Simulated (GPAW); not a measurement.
Input of a GPAW 26.7.0 run:

The input run.py:

```python
from ase.dft.bandgap import bandgap
from ase.io import read, write
from ase.units import GPa
from gpaw import GPAW, PW

atoms = read('PtS2.cif')

calc = GPAW(mode=PW(500),
            xc='MGGA_X_R2SCAN+MGGA_C_R2SCAN',
            kpts={'size': (7, 7, 4), 'gamma': True},
            occupations={'name': 'fermi-dirac', 'width': 0.05},
            setups={'Pt': ':d,3.5'},
            nbands=26,
            maxiter=120,
            txt='gpaw.txt')
atoms.calc = calc
energy = atoms.get_potential_energy()
forces = atoms.get_forces()
stress = atoms.get_stress()
calc.write('gs.gpw')
write('result.traj', atoms)
print(f'Energy: {energy:.6f} eV')
print('Forces (eV/A):')
print(forces.round(4))
print('Stress (GPa):', (stress / GPa).round(3))
print('Fermi level:', round(calc.get_fermi_level(), 4), 'eV')
print(f'Gap: {bandgap(calc)[0]:.4f} eV, direct: {bandgap(calc, direct=True)[0]:.4f} eV')
```

The input PtS2.cif:

```cif
data_PtS2
_cell_length_a 3.54320000
_cell_length_b 3.54320000
_cell_length_c 5.03880000
_cell_angle_alpha 90.00000000
_cell_angle_beta 90.00000000
_cell_angle_gamma 120.00000000
_space_group_name_H-M_alt 'P1'
_space_group_name_Hall 'P 1'
_space_group_IT_number 1
loop_
_space_group_symop_operation_xyz
'x,y,z'
loop_
_atom_site_label
_atom_site_type_symbol
_atom_site_symmetry_multiplicity
_atom_site_Wyckoff_symbol
_atom_site_fract_x
_atom_site_fract_y
_atom_site_fract_z
_atom_site_occupancy
Pt1 Pt 1 a 0.0000000000 0.0000000000 0.0000000000 1
S1 S 1 a 0.6666666667 0.3333333333 0.7730000000 1
S2 S 1 a 0.3333333333 0.6666666667 0.2270000000 1
```

Potentials or basis: GPAW PAW data sets (gpaw-data 1.2.1), pw.

Command:

```console
$ OMP_NUM_THREADS=1 python run.py
```

**Question.** Predict the pressure.

**Answer.** 8.3 GPa.

**Question.** Estimate the largest force.

**Answer.** 1.241 eV/Å.

Forces on the atoms (eV/Å):
```
Pt   0.000  0.000  0.000
S    0.000  0.000 -1.241
S    0.000  0.000  1.241
```

Caveat: the cutoff is short for stress and forces, so pressures can be off by a GPa or more; the PAW data sets were made with another functional, which shifts forces and pressure a little; spin-orbit coupling is left out, which moves the levels of the heavy elements; an odd mesh through Γ misses points on the zone boundary, where band edges often lie.
